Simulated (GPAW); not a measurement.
The system is Al.

```xyz
1
Lattice="0.0000 2.0248 2.0248 2.0248 0.0000 2.0248 2.0248 2.0248 0.0000" Properties=species:S:1:pos:R:3 pbc="T T T"
Al    0.0000    0.0000    0.0000
```

Base run:

| Quantity | Value |
| --- | --- |
| Program | GPAW 26.7.0 |
| Functional | TASK |
| Potentials or basis | GPAW PAW data sets (gpaw-data 1.2.1) |
| Cutoff | 600 eV |
| Basis | pw |
| k mesh | 11 × 11 × 11 |
| Occupations | fermi-dirac, width 0.05 eV |
| Spin | no spin polarisation |

Its results: pressure 0.7 GPa.

**Question.** The run is repeated on the same cell with these changes: functional from TASK to PBE; potentials or basis from GPAW PAW data sets (gpaw-data 1.2.1) to JTH PAW 2.0, PBE. What comes out?

**Answer.** Pressure -0.7 GPa.

Caveats: the PAW data sets were made with another functional, which shifts forces and pressure a little (some runs); the program truncates these outside data sets (some runs).
